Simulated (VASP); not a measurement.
# Hf (P6_3/mmc) in VASP: further runs, part 2 of 2

VASP 6.6.1.

## (3) Relaxation of cell and atoms, PBEsol, target pressure 75 GPa, at which the enthalpy is minimised

This run uses another cell than the first one, of 16.32 Å³/atom, 0.917 times its volume.

INCAR reads:

```
  PREC = Accurate
  ENCUT = 520
  EDIFF = 1E-7
  ISMEAR = 0
  SIGMA = 0.1
  LREAL = F
  LASPH = T
  NELM = 80
  ALGO = Normal
  ISIF = 3
  LWAVE = F
  LCHARG = F
  GGA = PS
  IBRION = 2
  NSW = 80
  EDIFFG = -0.002
  PSTRESS = 750.0
```

KPOINTS reads:

```
regular mesh
0
Gamma
  21 21 12
```

POSCAR reads:

```
Hf                                      
1.0
    2.8526138642      0.0000000000      0.0000000000
   -1.4263069321      2.4704360762      0.0000000000
    0.0000000000      0.0000000000      4.6325084475
  Hf            
     2
Direct
     0.3333333300000021    0.6666666699999979    0.2500000000000000
     0.6666666699999979    0.3333333300000021    0.7500000000000000
```

Potentials or basis: VASP PAW PBE potentials, release 64 (Hf_pv).

Launch:

```bash
cat potpaw_PBE.64/Hf_pv/POTCAR > POTCAR
mpirun -np 1 vasp_std > vasp.out
```

OUTCAR:

```text
PREC = Accurate
   ENCUT = 520
   EDIFF = 1E-7
   ISMEAR = 0
   LREAL = F
   LASPH = T
   NELM = 80
   ISIF = 3
   GGA = PS
   IBRION = 2
   NSW = 80
   EDIFFG = -0.002
   PSTRESS = 750.0

 ion  position               nearest neighbor table
   1  0.333  0.667  0.250-   2 2.84   2 2.84   2 2.84   2 2.84   2 2.84   2 2.84
   2  0.667  0.333  0.750-   1 2.84   1 2.84   1 2.84   1 2.84   1 2.84   1 2.84

  LATTYP: Found a hexagonal cell.
 ALAT       =     2.8526138642
 C/A-ratio  =     1.6239521604

  Lattice vectors:

 A1 = (   2.8526138642,   0.0000000000,   0.0000000000)
 A2 = (  -1.4263069321,   2.4704360762,   0.0000000000)
 A3 = (   0.0000000000,   0.0000000000,   4.6325084475)

Analysis of symmetry for initial positions (statically):
=====================================================================
 Subroutine PRICEL returns:
 Original cell was already a primitive cell.

 Routine SETGRP: Setting up the symmetry group for a
 hexagonal supercell.

 Subroutine GETGRP returns: Found 24 space group operations
 (whereof 12 operations were pure point group operations)
 out of a pool of 24 trial point group operations.

The static configuration has the point symmetry D_3d.
 The point group associated with its full space group is D_6h.

Analysis of symmetry for dynamics (positions and initial velocities):
=====================================================================
 Subroutine PRICEL returns:
 Original cell was already a primitive cell.

 Routine SETGRP: Setting up the symmetry group for a
 hexagonal supercell.

 Subroutine GETGRP returns: Found 24 space group operations
 (whereof 12 operations were pure point group operations)
 out of a pool of 24 trial point group operations.

The dynamic configuration has the point symmetry D_3d.
 The point group associated with its full space group is D_6h.

 Subroutine INISYM returns: Found 24 space group operations
[... 141 lines left out ...]
 Free energy of the ion-electron system (eV)
  ---------------------------------------------------
  ext. energy  EPLUGINS =         0.00000000
  ---------------------------------------------------
  free energy    TOTEN  =       -19.67154867 eV

  energy without entropy =      -19.66353910  energy(sigma->0) =      -19.66754389

------------------------ aborting loop because EDIFF is reached ----------------------------------------

  FORCE on cell =-STRESS in cart. coord.  units (eV):
  Direction    XX          YY          ZZ          XY          YZ          ZX
  --------------------------------------------------------------------------------------
  -------------------------------------------------------------------------------------
  Total       10.1886100     10.1886100     10.1880748      0.0000000     -0.0000000     -0.0000000
  in kB      500.0261215    500.0261226    499.9998541      0.0000000     -0.0000000     -0.0000000
  external PRESSURE =    -249.9826340 kB  Pullay stress =     750.0000000 kB
[... 25 lines left out ...]
--------------------------------------- Ionic step        2  -------------------------------------------

 number of electron      19.9999999 magnetization

 E-fermi :  10.9243     XC(G=0): -15.0887

 val. band max:       10.9191761386   @ k =   0.1905   0.1429   0.3333
 cond. band min:      10.9265879838   @ k =   0.1905   0.0952   0.4167
 fundamental gap:      0.0074118452
 Fermi energy:        10.9242928536

 k-point     1 :       0.0000    0.0000    0.0000
  band No.  band energies     occupation
      1     -22.6947      2.00000
      2     -17.2901      2.00000
      3     -17.2901      2.00000
      4     -16.5154      2.00000
      5     -16.5154      2.00000
      6     -16.4775      2.00000
      7       2.6965      2.00000
      8       4.4256      2.00000
      9      11.6647      0.00000
     10      11.6647      0.00000
     11      11.7226      0.00000
     12      13.5049      0.00000
     13      13.5049      0.00000
     14      17.4082      0.00000
[... 462 lines left out ...]
  energy  without entropy=      -18.7817611448  energy(sigma->0) =      -18.78568750

  enthalpy is  TOTEN    =        -4.6030748486 eV   P V=       14.1865390055

[... ionic steps 4 to 10 ...]

--------------------------------------- Ionic step       11  -------------------------------------------

 number of electron      19.9999999 magnetization

------------------------ aborting loop because EDIFF is reached ----------------------------------------
[... 71 lines left out ...]
--------------------------------------- Ionic step       13  -------------------------------------------

 number of electron      19.9999999 magnetization

 Free energy of the ion-electron system (eV)
  ---------------------------------------------------
  ext. energy  EPLUGINS =         0.00000000
  ---------------------------------------------------
  free energy    TOTEN  =       -18.62962725 eV

  energy without entropy =      -18.62178054  energy(sigma->0) =      -18.62570389

 E-fermi :   7.8908     XC(G=0): -13.3721

 val. band max:        7.8861595522   @ k =   0.1905   0.0000   0.3333
 cond. band min:       7.8910425049   @ k =   0.2857   0.2381   0.4167
 fundamental gap:      0.0048829527
 Fermi energy:         7.8907861992

 k-point     1 :       0.0000    0.0000    0.0000
  band No.  band energies     occupation
      1     -23.5466      2.00000
      2     -21.0368      2.00000
      3     -21.0368      2.00000
      4     -20.7909      2.00000
      5     -20.7098      2.00000
      6     -20.7098      2.00000
      7      -0.5352      2.00000
      8       2.7428      2.00000
      9       8.7899      0.00000
     10       9.1224      0.00000
     11       9.1224      0.00000
     12      10.3101      0.00000
     13      10.3101      0.00000
     14      10.5184      0.00000
[... 424 lines left out ...]
  energy  without entropy=      -18.6217805409  energy(sigma->0) =      -18.62570389

  enthalpy is  TOTEN    =        -4.6106915690 eV   P V=       14.0189356780

 reached required accuracy - stopping structural energy minimisation
```

Wall time 6.6 min (1 thread of Intel Xeon Platinum 8488C (Sapphire Rapids), shared host); peak memory 0.28 GiB.

Results:

```
Free energy                                            : -18.6296 eV
Relaxed volume                                         : 14.97 Å³/atom
Relaxed cell                                           : a = 2.754 Å, b = 2.754 Å, c = 4.559 Å, α = 90.00°, β = 90.00°, γ = 120.00°
Space group after relaxing (to 0.05 Å)                 : P6_3/mmc (No. 194)
Energy change on relaxing (the enthalpy is what falls) : +521.0 meV/atom
Ionic steps                                            : 13
Pressure after relaxing                                : 75.0 GPa
Band gap on the k mesh                                 : none (metal or under the smearing width)
```

Step by step:
```
step  energy change (eV)  largest force (eV/Å)  pressure (GPa)  volume (Å³)
   1              0.0000                0.0000           50.00        32.65
   2              8.0374                0.0000          239.76        22.03
   3              0.8819                0.0000           71.74        30.31
   4              0.9925                0.0000           74.36        30.06
   5              1.0194                0.0000           75.00        30.01
   6              1.0354                0.0000           75.00        29.96
   7              1.0417                0.0000           75.01        29.95
   8              1.0423                0.0000           75.01        29.95
   9              1.0399                0.0000           74.97        29.95
  10              1.0406                0.0000           74.97        29.95
  11              1.0411                0.0000           74.98        29.95
  12              1.0424                0.0000           75.02        29.95
  13              1.0419                0.0000           75.01        29.95
```

Final structure:
```
Hf
1.0
     2.75407    0.00000    0.00000
    -1.37704    2.38510    0.00000
     0.00000    0.00000    4.55914
Hf
2
Direct
  0.33333 0.66667 0.25000
  0.66667 0.33333 0.75000
```

Caveat: the cell is relaxed towards a set pressure, so the enthalpy falls and the energy may rise; the PAW data sets were made with another functional, which shifts forces and pressure a little.
